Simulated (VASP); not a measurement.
## linear Co chain, spacing 2.185 A: a series over U

What does DFT+U do to linear Co chain, spacing 2.185 A?

Main program and level: VASP 6.6.1; PBE, spin-polarised from a ferromagnetic start; plane waves and PAW (Co), in the first sound run; inputs show where later runs differ.

## Step 1: The structure

The cell holds 2 atoms: 2 Co. Cell: a = 12.000 Å, b = 12.000 Å, c = 4.370 Å, α = 90.0°, β = 90.0°, γ = 90.0°. It derives from Co (linear Co chain, spacing 2.185 A), repeated 1×1×2. model lattice. Vacuum lies along a and b. The structure's axis is c.

## Step 2: Series over U, start order fm, U 0

U penalises partly filled orbitals; repeating the run over U shows how far moments and gap depend on it.

Input file INCAR:

```
SYSTEM = Co
PREC = Normal
ENCUT = 350
EDIFF = 1E-06
NELM = 150
ISMEAR = 1
SIGMA = 0.05
LREAL = .FALSE.
ALGO = Normal
GGA = PE
NBANDS = 18
ISPIN = 2
MAGMOM = 2 2
LMAXMIX = 4
LORBIT = 11
LWAVE = .FALSE.
LCHARG = .FALSE.
NCORE = 2
AMIX = 0.2
BMIX = 1E-04
AMIX_MAG = 0.8
BMIX_MAG = 1E-04
NEDOS = 1200
LASPH = .TRUE.
```

Input file POSCAR:

```
Co
1.0
   12.0000000000      0.0000000000      0.0000000000
    0.0000000000     12.0000000000      0.0000000000
    0.0000000000      0.0000000000      4.3700000000
Co
2
Direct
    0.5000000000      0.5000000000      0.0000000000
    0.5000000000      0.5000000000      0.5000000000
```

Input file KPOINTS:

```
Automatic mesh
0
Gamma
1 1 9
0 0 0
```

Potentials, in the order of the species: Co (PBE family, release 64).

Launch:

```bash
$ mpirun -np 2 vasp_std
```

Log:

```text
[banner, memory and clock lines left out]
running    2 mpi-ranks, on    1 nodes
 distrk:  each k-point on    2 cores,    1 groups
 distr:  one band on    2 cores,    1 groups

 POSCAR found type information on POSCAR Co
 POSCAR found :  1 types and       2 ions
 LDA part: xc-table for (Slater+PW92), standard interpolation
 POSCAR, INCAR and KPOINTS ok, starting setup
 FFT: planning ... GRIDC
 FFT: planning ... GRID_SOFT
 FFT: planning ... GRID
 WAVECAR not read
 entering main loop
       N       E                     dE             d eps       ncg     rms          rms(c)
DAV:   1     0.768194109772E+02    0.76819E+02   -0.35974E+03   360   0.462E+02
DAV:   2    -0.193101551242E+01   -0.78750E+02   -0.70246E+02   418   0.149E+02
DAV:   3    -0.796632480396E+01   -0.60353E+01   -0.57124E+01   398   0.487E+01
DAV:   4    -0.807993786631E+01   -0.11361E+00   -0.11305E+00   426   0.920E+00
DAV:   5    -0.808204310040E+01   -0.21052E-02   -0.21047E-02   448   0.750E-01    0.100E+01
DAV:   6    -0.776994320246E+01    0.31210E+00   -0.37116E+00   404   0.217E+01    0.471E+00
DAV:   7    -0.777908216895E+01   -0.91390E-02   -0.10217E-01   392   0.257E+00    0.323E+00
DAV:   8    -0.776202954860E+01    0.17053E-01   -0.40395E-02   444   0.173E+00    0.201E+00
DAV:   9    -0.775813537927E+01    0.38942E-02   -0.29011E-02   378   0.166E+00    0.604E-01
DAV:  10    -0.775816060883E+01   -0.25230E-04   -0.67904E-03   394   0.832E-01    0.212E-01
DAV:  11    -0.775739322833E+01    0.76738E-03   -0.71586E-04   378   0.250E-01    0.144E-01
DAV:  12    -0.775688032968E+01    0.51290E-03   -0.44493E-04   376   0.187E-01    0.758E-02
DAV:  13    -0.775689544293E+01   -0.15113E-04   -0.66858E-05   394   0.668E-02    0.849E-02
DAV:  14    -0.775614600151E+01    0.74944E-03   -0.10860E-04   364   0.906E-02    0.605E-02
DAV:  15    -0.775623813092E+01   -0.92129E-04   -0.11670E-04   368   0.103E-01    0.430E-02
DAV:  16    -0.775676167254E+01   -0.52354E-03   -0.49004E-05   364   0.598E-02    0.171E-02
DAV:  17    -0.775683842734E+01   -0.76755E-04   -0.12168E-05   364   0.326E-02    0.360E-03
DAV:  18    -0.775683922537E+01   -0.79803E-06   -0.10484E-06   348   0.976E-03
   1 F= -.77568392E+01 E0= -.77564883E+01  d E =-.105269E-02  mag=     4.4444
```

Run time: 12 s. Hardware: 2 MPI ranks of AMD EPYC 9R45, shared host; peak memory 0.36 GiB; 23 s of CPU time.

The logs omit lines about the potential files and the build; timing stands in the text.

Parts of OUTCAR (step 2):

```text
ion  position               nearest neighbor table
   1  0.500  0.500  0.000-   2 2.19   2 2.19
   2  0.500  0.500  0.500-   1 2.19   1 2.19

  LATTYP: Found a simple tetragonal cell.
 ALAT       =    12.0000000000
 C/A-ratio  =     0.3641666667

 Subroutine GETGRP returns: Found 16 space group operations
 (whereof 16 operations were pure point group operations)

The static configuration has the point symmetry D_4h.

 Found      5 irreducible k-points:

   k-points           NKPTS =      5   k-points in BZ     NKDIM =      5   number of bands    NBANDS=     18

   dimension x,y,z NGX =    56 NGY =   56 NGZ =   20
   dimension x,y,z NGXF=   112 NGYF=  112 NGZF=   40

   ENCUT  =  350.0 eV  25.72 Ry    5.07 a.u.  18.31 18.31  6.67*2*pi/ulx,y,z

   NELECT =      18.0000    total number of electrons

 k-points in reciprocal lattice and weights: Automatic mesh
   0.00000000  0.00000000  0.00000000       0.111
   0.00000000  0.00000000  0.11111111       0.222
   0.00000000  0.00000000  0.22222222       0.222
   0.00000000  0.00000000  0.33333333       0.222
   0.00000000  0.00000000  0.44444444       0.222

 average (electrostatic) potential at core
       1 -92.5270       2 -92.5270

 E-fermi :  -4.0148

 spin component 1
 k-point     1 :       0.0000    0.0000    0.0000
  band No.  band energies     occupation
    ...
      7      -5.8907      1.00000
      8      -5.8900      1.00000
      9      -5.0250      1.00000
     10      -4.9883      1.00000
     11      -4.9883      1.00000
     12      -2.1633      0.00000
     13      -2.1633      0.00000
     14      -0.0165      0.00000
     15       0.2154      0.00000
     16       0.9551      0.00000
    ...

 k-point     2 :       0.0000    0.0000    0.1111
  band No.  band energies     occupation
    ...
      7      -5.9083      1.00000
      8      -5.9076      1.00000
      9      -5.1161      1.00000
     10      -5.1161      1.00000
     11      -5.1032      1.00000
     12      -2.0011      0.00000
     13      -2.0011      0.00000
     14      -0.7727      0.00000
     15       0.3109      0.00000
     16       1.0513      0.00000
    ...

 k-point     3 :       0.0000    0.0000    0.2222
  band No.  band energies     occupation
    ...
      7      -5.9589      1.00000
      8      -5.9582      1.00000
      9      -5.4373      1.00000
     10      -5.4373      1.00000
     11      -5.3360      1.00000
     12      -2.1242      0.00000
     13      -1.5656      0.00000
     14      -1.5656      0.00000
     15       0.5976      0.00000
     16       1.3399      0.00000
    ...

 k-point     4 :       0.0000    0.0000    0.3333
  band No.  band energies     occupation
    ...
      7      -6.0356      1.00000
      8      -5.8482      1.00000
      9      -5.8482      1.00000
     10      -5.7255      1.00000
     11      -5.7104      1.00000
     12      -3.4292     -0.00000
     13      -0.9317      0.00000
     14      -0.9317      0.00000
     15       1.0756      0.00000
     16       1.8212      0.00000
    ...

 k-point     5 :       0.0000    0.0000    0.4444
  band No.  band energies     occupation
    ...
      8      -6.2307      1.00000
      9      -6.1310      1.00000
     10      -6.1303      1.00000
     11      -5.2254      1.00000
     12      -4.4872      1.00000
     13      -0.1344      0.00000
     14      -0.1344      0.00000
     15       0.8184      0.00000
     16       0.8184      0.00000
     17       1.7449      0.00000
    ...

 spin component 2
 k-point     1 :       0.0000    0.0000    0.0000
  band No.  band energies     occupation
    ...
      2      -5.7146      1.00000
      3      -5.7146      1.00000
      4      -5.1232      1.00000
      5      -4.4383      1.00000
      6      -4.4377      1.00000
      7      -3.6914     -0.00000
      8      -3.6909     -0.00000
      9      -2.9500      0.00000
     10      -2.7904      0.00000
     11      -2.7904      0.00000
    ...

  Total       -0.0801287     -0.0801287     -1.0277326      0.0000000      0.0000000      0.0000000
  in kB       -0.2040115     -0.2040115     -2.6166569      0.0000000      0.0000000      0.0000000
  external PRESSURE =      -1.0082267 kB  Pullay stress =       0.0000000 kB

  energy-cutoff  :      350.00
  volume of cell :      629.28
      direct lattice vectors                 reciprocal lattice vectors
    12.000000000  0.000000000  0.000000000     0.083333333  0.000000000  0.000000000
     0.000000000 12.000000000  0.000000000     0.000000000  0.083333333  0.000000000
     0.000000000  0.000000000  4.370000000     0.000000000  0.000000000  0.228832952

 POSITION                                       TOTAL-FORCE (eV/Angst)
 -----------------------------------------------------------------------------------
      6.00000      6.00000      0.00000         0.000000      0.000000     -0.000000
      6.00000      6.00000      2.18500         0.000000      0.000000      0.000000
 -----------------------------------------------------------------------------------
    total drift:                                0.000000      0.000000      0.000000

  FREE ENERGIE OF THE ION-ELECTRON SYSTEM (eV)
  ---------------------------------------------------
  free  energy   TOTEN  =        -7.7568392254 eV

  energy  without entropy=       -7.7557865369  energy(sigma->0) =       -7.75648833

 total charge
# of ion       s       p       d       tot
------------------------------------------
    1        0.532   0.147   7.234   7.914
    2        0.532   0.147   7.234   7.914
--------------------------------------------------
tot          1.064   0.295  14.469  15.828

 magnetization (x)
# of ion       s       p       d       tot
------------------------------------------
    1        0.051   0.009   2.084   2.145
    2        0.051   0.009   2.084   2.145
--------------------------------------------------
tot          0.102   0.018   4.169   4.289

[... 4 further parts left out ...]
```

The magnetic state follows from one typed start and may not be the lowest.

This step gave:

```yaml
electronic_cycles: 18
electrons: 18
free_energy_toten: -7.757 eV
energy_at_zero_smearing: -7.756 eV
fermi_energy: -4.015 eV
moment_of_the_cell_from_the_last_line_of_the_log: 4.444 μB
labelled_metallic_from_the_levels_on_this_mesh: yes
```

Spin moment in the PAW sphere by atom:

| atom | spin moment in the PAW sphere (μB) |
| --- | --- |
| Co1 | 2.15 |
| Co2 | 2.15 |

Energy at zero smearing: -7.75649 eV.

## Step 3: Series over U, start order AFM, U 0

This step: PBE, spin-polarised from an antiferromagnetic start; plane waves and PAW (Co) (VASP 6.6.1).

Edit INCAR of step 2 so:

```diff
@@ -12,3 +12,3 @@
 ISPIN = 2
-MAGMOM = 2 2
+MAGMOM = 2 -2
 LMAXMIX = 4
```

POSCAR is that of step 2.

KPOINTS is that of step 2.

Launch:

```bash
$ mpirun -np 2 vasp_std
```

Log:

```text
[... set-up lines as in an earlier step ...]
 entering main loop
       N       E                     dE             d eps       ncg     rms          rms(c)
DAV:   1     0.773622189605E+02    0.77362E+02   -0.35659E+03   360   0.461E+02
DAV:   2    -0.101360862821E+01   -0.78376E+02   -0.69202E+02   406   0.151E+02
DAV:   3    -0.724079954612E+01   -0.62272E+01   -0.58911E+01   410   0.501E+01
DAV:   4    -0.735628672068E+01   -0.11549E+00   -0.11216E+00   444   0.932E+00
DAV:   5    -0.735814551320E+01   -0.18588E-02   -0.18570E-02   444   0.729E-01    0.724E+00
DAV:   6    -0.684669199231E+01    0.51145E+00   -0.28788E+00   436   0.215E+01    0.379E+00
DAV:   7    -0.681061395004E+01    0.36078E-01   -0.14979E-01   428   0.418E+00    0.255E+00
DAV:   8    -0.681381548861E+01   -0.32015E-02   -0.10008E-01   392   0.280E+00    0.315E+00
DAV:   9    -0.670413220224E+01    0.10968E+00   -0.18438E-02   370   0.124E+00    0.319E+00
DAV:  10    -0.664271274274E+01    0.61419E-01   -0.20091E-03   380   0.365E-01    0.308E+00
DAV:  11    -0.655732529920E+01    0.85387E-01   -0.58292E-03   396   0.671E-01    0.263E+00
DAV:  12    -0.649299842876E+01    0.64327E-01   -0.45379E+00   392   0.426E+00    0.563E+00
DAV:  13    -0.681595875186E+01   -0.32296E+00   -0.32605E-01   376   0.574E+00    0.551E+00
DAV:  14    -0.659783314071E+01    0.21813E+00   -0.13206E-01   398   0.472E+00    0.486E+00
DAV:  15    -0.644557328767E+01    0.15226E+00   -0.32297E-01   372   0.278E+00    0.182E+00
DAV:  16    -0.674486182794E+01   -0.29929E+00   -0.34424E-02   360   0.165E+00    0.228E+00
DAV:  17    -0.675040642645E+01   -0.55446E-02   -0.66156E-02   360   0.874E-01    0.147E+00
DAV:  18    -0.676111818762E+01   -0.10712E-01   -0.10699E-02   360   0.984E-01    0.735E-01
DAV:  19    -0.674686463041E+01    0.14254E-01   -0.28893E-03   360   0.442E-01    0.267E-01
DAV:  20    -0.675833260931E+01   -0.11468E-01   -0.44136E-03   360   0.370E-01    0.143E-01
DAV:  21    -0.676723236338E+01   -0.88998E-02   -0.73074E-04   360   0.237E-01    0.153E-01
DAV:  22    -0.676611403499E+01    0.11183E-02   -0.28415E-03   384   0.145E-01    0.211E-01
DAV:  23    -0.676539215778E+01    0.72188E-03   -0.41366E-04   360   0.202E-01    0.148E-01
DAV:  24    -0.676540354726E+01   -0.11389E-04   -0.14197E-05   416   0.325E-02    0.672E-02
DAV:  25    -0.676651911014E+01   -0.11156E-02   -0.12970E-04   360   0.688E-02    0.376E-02
DAV:  26    -0.676719218286E+01   -0.67307E-03   -0.72732E-05   360   0.759E-02    0.339E-02
DAV:  27    -0.676710097744E+01    0.91205E-04   -0.24315E-05   360   0.477E-02    0.219E-02
DAV:  28    -0.676709591293E+01    0.50645E-05   -0.39119E-07   306   0.491E-03    0.115E-02
DAV:  29    -0.676718115059E+01   -0.85238E-04   -0.11989E-05   360   0.240E-02    0.160E-02
DAV:  30    -0.676719004157E+01   -0.88910E-05   -0.78636E-06   360   0.270E-02    0.109E-02
DAV:  31    -0.676718491258E+01    0.51290E-05   -0.57036E-08   292   0.229E-03    0.792E-03
DAV:  32    -0.676719115904E+01   -0.62465E-05   -0.14357E-07   280   0.374E-03    0.440E-03
DAV:  33    -0.676719879332E+01   -0.76343E-05   -0.34400E-07   288   0.576E-03    0.238E-03
DAV:  34    -0.676720361707E+01   -0.48237E-05   -0.17565E-07   280   0.423E-03    0.124E-03
DAV:  35    -0.676720501273E+01   -0.13957E-05   -0.41895E-08   292   0.193E-03    0.503E-04
DAV:  36    -0.676720569571E+01   -0.68298E-06   -0.32781E-08   268   0.185E-03
   1 F= -.67672057E+01 E0= -.67634623E+01  d E =-.112302E-01  mag=     0.0000
```

The job ended after 23 s (2 MPI ranks; peak memory 0.38 GiB).

OUTCAR, selected parts (step 3):

```text
The static configuration has the point symmetry D_4h.

 Found      5 irreducible k-points:

   NELECT =      18.0000    total number of electrons

 E-fermi :  -3.9385

 spin component 1
 k-point     1 :       0.0000    0.0000    0.0000
  band No.  band energies     occupation
    ...
      2      -6.4802      1.00000
      3      -6.4802      1.00000
      4      -5.7945      1.00000
      5      -5.5004      1.00000
      6      -5.5003      1.00000
      7      -3.9102      0.09632
      8      -3.9102      0.09614
      9      -3.6534     -0.00000
     10      -3.5866     -0.00000
     11      -3.5866     -0.00000
    ...

 k-point     2 :       0.0000    0.0000    0.1111
  band No.  band energies     occupation
    ...
      2      -6.4290      1.00000
      3      -6.4290      1.00000
      4      -5.7458      1.00000
      5      -5.4922      1.00000
      6      -5.4920      1.00000
      7      -3.9188      0.19355
      8      -3.9188      0.19311
      9      -3.7548     -0.00000
     10      -3.7548     -0.00000
     11      -3.7200     -0.00000
    ...

 k-point     3 :       0.0000    0.0000    0.2222
  band No.  band energies     occupation
    ...
      6      -5.4706      1.00000
      7      -4.1248      1.00000
      8      -4.1248      1.00000
      9      -3.9407      0.53729
     10      -3.9407      0.53723
     11      -3.9095      0.08921
     12      -1.7926      0.00000
     13      -1.2894      0.00000
     14      -1.2894      0.00000
     15       0.5841      0.00000
    ...

 k-point     4 :       0.0000    0.0000    0.3333
  band No.  band energies     occupation
    ...
      7      -4.5343      1.00000
      8      -4.5343      1.00000
      9      -4.2026      1.00000
     10      -3.9665      0.90146
     11      -3.9665      0.90120
     12      -3.0693     -0.00000
     13      -0.6466      0.00000
     14      -0.6466      0.00000
     15       1.0607      0.00000
     16       1.7971      0.00000
    ...

  Total       -0.0761816     -0.0761816     -2.4618683      0.0000000      0.0000000     -0.0000000
  in kB       -0.1939621     -0.1939621     -6.2680358      0.0000000      0.0000000     -0.0000000
  external PRESSURE =      -2.2186533 kB  Pullay stress =       0.0000000 kB

 POSITION                                       TOTAL-FORCE (eV/Angst)
 -----------------------------------------------------------------------------------
      6.00000      6.00000      0.00000         0.000000      0.000000      0.000000
      6.00000      6.00000      2.18500         0.000000      0.000000      0.000000
 -----------------------------------------------------------------------------------
    total drift:                                0.000000      0.000000      0.000000

  FREE ENERGIE OF THE ION-ELECTRON SYSTEM (eV)
  ---------------------------------------------------
  free  energy   TOTEN  =        -6.7672056957 eV

  energy  without entropy=       -6.7559754950  energy(sigma->0) =       -6.76346230

 total charge
# of ion       s       p       d       tot
------------------------------------------
    1        0.483   0.162   7.292   7.937
    2        0.483   0.162   7.292   7.937
--------------------------------------------------
tot          0.966   0.325  14.584  15.874

 magnetization (x)
# of ion       s       p       d       tot
------------------------------------------
    1        0.102   0.009   1.270   1.380
    2       -0.102  -0.009  -1.270  -1.380
--------------------------------------------------
tot          0.000   0.000   0.000   0.000

[... 8 parts as in an earlier step ...]

[... 3 further parts left out ...]
```

Numbers from this step:

```
electronic cycles       : 36
free energy (TOTEN)     : -6.767 eV
energy at zero smearing : -6.763 eV
Fermi energy            : -3.938 eV
```

Spin moment in the PAW sphere by atom:

| atom | spin moment in the PAW sphere (μB) |
| --- | --- |
| Co1 | 1.38 |
| Co2 | -1.38 |

Energy at zero smearing: -6.76346 eV.

## Step 4: Series over U, start order fm, U 2

This step: PBE, DFT+U (Co d 2 eV), spin-polarised from a ferromagnetic start; plane waves and PAW (Co) (VASP 6.6.1).

Edit INCAR of step 3 so:

```diff
@@ -12,3 +12,10 @@
 ISPIN = 2
-MAGMOM = 2 -2
+MAGMOM = 2 2
+LDAU = .TRUE.
+LDAUTYPE = 2
+LDAUL = 2
+LDAUU = 2
+LDAUJ = 0
+LDAUPRINT = 1
+LASPH = .TRUE.
 LMAXMIX = 4
@@ -23,2 +30 @@
 NEDOS = 1200
-LASPH = .TRUE.
```

POSCAR is that of step 3.

KPOINTS is that of step 3.

Launch:

```bash
$ mpirun -np 2 vasp_std
```

Log:

```text
[... set-up lines as in an earlier step ...]
 entering main loop
       N       E                     dE             d eps       ncg     rms          rms(c)
DAV:   1     0.821595905137E+02    0.82160E+02   -0.36496E+03   360   0.462E+02
DAV:   2     0.181117590732E+01   -0.80348E+02   -0.72759E+02   408   0.150E+02
DAV:   3    -0.466948776178E+01   -0.64807E+01   -0.61771E+01   398   0.543E+01
DAV:   4    -0.477707389917E+01   -0.10759E+00   -0.10715E+00   412   0.903E+00
[...]
DAV:  20    -0.474422337889E+01   -0.21290E-05   -0.16008E-07   286   0.300E-03    0.931E-04
DAV:  21    -0.474422555180E+01   -0.21729E-05   -0.10871E-07   282   0.268E-03    0.203E-03
DAV:  22    -0.474422617423E+01   -0.62242E-06   -0.35701E-07   328   0.442E-03
   1 F= -.47442262E+01 E0= -.47435493E+01  d E =-.203056E-02  mag=     4.4444
```

Run time: 14 s. Hardware: 2 MPI ranks; peak memory 0.37 GiB.

OUTCAR, selected parts (step 4):

```text
  Total       -0.1056080     -0.1056080     -1.2289434     -0.0000000      0.0000000      0.0000000
  in kB       -0.2688831     -0.2688831     -3.1289494     -0.0000000      0.0000000      0.0000000
  external PRESSURE =      -1.2222385 kB  Pullay stress =       0.0000000 kB

 POSITION                                       TOTAL-FORCE (eV/Angst)
 -----------------------------------------------------------------------------------
      6.00000      6.00000      0.00000         0.000000      0.000000      0.000000
      6.00000      6.00000      2.18500         0.000000      0.000000     -0.000000
 -----------------------------------------------------------------------------------
    total drift:                                0.000000      0.000000      0.000000

  FREE ENERGIE OF THE ION-ELECTRON SYSTEM (eV)
  ---------------------------------------------------
  free  energy   TOTEN  =        -4.7442261742 eV

  energy  without entropy=       -4.7421956146  energy(sigma->0) =       -4.74354932

 magnetization (x)
# of ion       s       p       d       tot
------------------------------------------
    1        0.043  -0.006   2.169   2.206
    2        0.043  -0.006   2.169   2.206
--------------------------------------------------
tot          0.087  -0.013   4.338   4.413

[... 2 parts as in an earlier step ...]

[... 1 further part left out ...]
[key lines of the parts left out:]
E-fermi :  -3.8942
```

A U on the itinerant d states of such a compound is hard to justify; it moves the bands at the Fermi level and favours large moments.

Energy at zero smearing: -4.74355 eV.

(Continued in part 2 of 3.)

[Lines on the potential files, build, host, timing and source positions are cut from VASP's logs without a mark.]

[Logs are printed without paths, hosts, clocks, repeated set-up lines and the standing remarks that a program may print on its own settings, such as how far it seeks lower states.]

[Hosts, paths, dates, database ids (printed as entryN), source tags and the programs' standing remarks are cut or masked in the printed files.]

[In band tables of VASP the shares of atoms and orbitals are scaled to a sum of 1 inside the atoms' spheres.]

[Runs that stopped without an error message from VASP are left out.]
